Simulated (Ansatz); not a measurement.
LiF in the rocksalt structure, relaxed with r2SCAN in the plane-wave code Ansatz. Space group Fm-3m (No. 225), cubic; conventional cell a = 3.990 Å, 7.94 Å³ an atom. Li is surrounded by 6 F at 1.99 Å; F is surrounded by 6 Li at 1.99 Å.

The axes x, y and z are those of this cell:
```
CELL_PARAMETERS angstrom
0.00000 1.99487 1.99487
1.99487 0.00000 1.99487
1.99487 1.99487 0.00000
ATOMIC_POSITIONS crystal
Li 0.00000 0.00000 0.00000
F 0.50000 0.50000 0.50000
```

Unstrained: PBE gives an indirect gap of 9.347 eV, from Γ–K (0.17 of the way from Γ) to Γ; the least direct gap is 9.348 eV at Γ. Least and direct gap differ so little that the kind isn't settled. r2SCAN gives a direct gap of 10.330 eV at Γ. The HSE06 gap is indirect, 11.674 eV (Γ–K (0.17 of the way from Γ) to Γ), below the direct gap of 11.675 eV at Γ. Least and direct gap differ so little that the kind isn't settled. Meshes: PBE 10×10×10, r2SCAN 10×10×10, HSE06 8×8×8. Strains are changes of length per length, and xy shears are angles. After each strain the atoms were relaxed again with r2SCAN in this cell and within any symmetry left, so distortions that break it or need a larger cell weren't tested; points keep the names that they have in the unstrained zone. (Simulation; spin polarisation is off.)

Q: One strain changed the r2SCAN stress by xx -0.67, yy -0.23, zz -0.23 GPa (compression positive) and the gap by -0.052 eV (PBE), -0.056 eV (r2SCAN), -0.057 eV (HSE06). Which kind of strain was it, and roughly how large?

A: Uniaxial +0.5 % along x, other directions held. The pattern of the stress gives the kind; the size needs the stiffness, so it is an estimate.

Q: Apply isotropic -4.0 % on every length. How far does the gap move, against the unstrained cell?

A: PBE: the gap goes from 9.347 to 10.565 eV (+1.218 eV). r2SCAN: the gap goes from 10.330 to 11.608 eV (+1.278 eV). HSE06: the gap goes from 11.674 to 12.978 eV (+1.304 eV). The r2SCAN energy rises by 31.7 meV an atom.

Q: One strain changed the r2SCAN stress by xx +0.11, yy +0.11, zz -0.07, xy -2.70 GPa (compression positive) and the gap by -0.117 eV (PBE), -0.119 eV (r2SCAN), -0.117 eV (HSE06). Which kind of strain was it, and roughly how large?

A: Xy shear, engineering strain (angle) +4.0 %. The pattern of the stress gives the kind; the size needs the stiffness, so it is an estimate.

Q: For epitaxial +2.0 % in the xy plane, how far does the free direction move, and what happens to the gap?

A: The normal strain at zero normal stress is -1.26 %, 0.63 of the in-plane strain with the sign turned. PBE: the gap goes from 9.347 to 9.074 eV (-0.273 eV); least and direct gap lie within 0.04 eV, so its kind isn't settled. r2SCAN: the gap goes from 10.330 to 10.044 eV (-0.286 eV). HSE06: the gap goes from 11.674 to 11.379 eV (-0.295 eV); least and direct gap lie within 0.04 eV, so its kind isn't settled.

Q: One strain changed the r2SCAN stress by xx -2.09, yy -2.09, zz -5.13 GPa (compression positive) and the gap by -0.504 eV (PBE), -0.525 eV (r2SCAN), -0.545 eV (HSE06). Which kind of strain was it, and roughly how large?

A: Uniaxial +5.0 % along z, other directions held. The pattern of the stress gives the kind; the size needs the stiffness, so it is an estimate.

Where an edge lies off the special points, it is a point of the mesh or the k point where a search put PBE's edge or least direct gap, reused for the other functionals, whose own edges may lie a little apart.

The meshes of the hybrids are coarse, so their gaps aren't converged to the digits shown.
